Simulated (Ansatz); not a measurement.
**Find the missing element**

Cell vectors (Å):

```
0.0000 2.6778 2.6778
2.6778 0.0000 2.6778
2.6778 2.6778 0.0000
```

| atom | a | b | c |
| --- | --- | --- | --- |
| Zn | 0.7500 | 0.7500 | 0.7500 |
| X | 0.0000 | 0.0000 | 0.0000 |

Level of theory: PBEsol, all-electron LAPW in Ansatz 0.2.0, scalar-relativistic. k mesh 8×8×8, fixed occupations.

Harmonic phonons of a crystal by Kohn-Sham DFT at the given cell, standard atomic masses, acoustic sum rule imposed; negative wavenumbers are unstable modes.

```tsv
point	q a (r.l.u.)	q b (r.l.u.)	q c (r.l.u.)	branch	phonon wavenumber (cm⁻¹)
Gamma	0	0	0	4	279
L	0.5	0	0	1	69.7
L	0.5	0	0	3	195
L	0.5	0	0	4	293.4
L	0.5	0	0	6	335
X	0.5	0.5	0	1	89.6
X	0.5	0.5	0	3	211.8
X	0.5	0.5	0	4	312.4
X	0.5	0.5	0	6	323.6
```

Q: All X atoms are one element. Which one was computed?

A: S; the crystal is ZnS (F-43m).

Caveats: no LO-TO term at the zone centre.
